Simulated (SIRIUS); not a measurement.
A run of SIRIUS 7.10.0:

File sirius.json:

```json
{
  "control": {
    "processing_unit": "cpu",
    "verbosity": 2,
    "num_bands_to_print": 10,
    "print_forces": true,
    "print_stress": true
  },
  "parameters": {
    "electronic_structure_method": "pseudopotential",
    "xc_functionals": ["XC_GGA_X_PBE_SOL", "XC_GGA_C_PBE_SOL"],
    "gk_cutoff": 9.1,
    "pw_cutoff": 18.2,
    "ngridk": [13, 13, 13],
    "shiftk": [0, 0, 0],
    "smearing": "fermi_dirac",
    "smearing_width": 0.0018374661,
    "num_bands": 10,
    "num_mag_dims": 0,
    "num_dft_iter": 100,
    "energy_tol": 1e-08,
    "density_tol": 1e-06
  },
  "iterative_solver": {
    "type": "davidson",
    "min_tolerance": 1e-09,
    "tolerance_scale": [0.1, 0.25]
  },
  "mixer": {
    "type": "anderson",
    "beta": 0.7,
    "max_history": 8
  },
  "settings": {
    "tol_ne": 1e-10,
    "pseudo_grid_cutoff": 6.5
  },
  "unit_cell": {
    "lattice_vectors": [
      [0.0, 3.370080878874, 3.370080878874],
      [3.370080878874, 0.0, 3.370080878874],
      [3.370080878874, 3.370080878874, 0.0]
    ],
    "atom_coordinate_units": "lattice",
    "atom_types": ["C"],
    "atom_files": {
      "C": "C.json"
    },
    "atoms": {
      "C": [
        [0.747776, 0.753063, 0.754163],
        [0.489281, 0.498603, 0.493599]
      ]
    }
  }
}
```

Potentials or basis: PseudoDojo 0.4.1 PBEsol standard (scalar relativistic).

Run with:

```sh
$ upf_to_json C.upf
$ OMP_NUM_THREADS=1 sirius.scf --input=sirius.json --output=out.json --task=0
```

Hardware: 1 thread of Arm Neoverse N1, on a shared host.

Q: How long does it take, and how much memory?

A: It took 4.6 min on 1 thread of Arm Neoverse N1, with other jobs on the host, peak memory 1.3 GiB. Counts: scf iterations 10, k points 1099, plane waves 941, bands 10.
